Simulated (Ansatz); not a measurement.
`BS` + `F[C](F)F`• → `[BH]S`• + `FC(F)F`  (hydrogen abstraction from a B–H bond)

Calculated with Ansatz (gas phase, PBE0-D4/def2-TZVP geometries, no zero-point term in ΔE). CCSD(T)/CBS adds triple-zeta CCSD(T) − MP2 to the extrapolated MP2 energy (def2 sets, frozen cores). This one scheme is used for every species. DFT in def2-TZVPP. No spin–orbit coupling; open shells (•) take unrestricted orbitals.

| species | PBE-D4 energy (Eh) |
| --- | --- |
| `BS` | -424.65436 |
| `F[C](F)F`• | -337.39744 |
| `[BH]S`• | -423.98661 |
| `FC(F)F` | -338.06780 |

Task: Work out ΔE.

Result: ΔE = (-423.98661) + (-338.06780) − (-424.65436) − (-337.39744) = -0.00261 Eh = -6.9 kJ/mol. CCSD(T)/CBS gives -14.6 kJ/mol.

Largest T1 diagnostic among the species: 0.018.

At CCSD(T), def2-SVP lies +6.2 kJ/mol from the extrapolated value and def2-TZVPP +1.5 kJ/mol. Leaving LDA and LC-ωPBE aside and taking each functional with its dispersion term where it has one, the values, not all of them listed here, spread over 10.8 kJ/mol, from B97M-V to BLYP-D4. LDA lies −4.9 kJ/mol from PBE without D4.
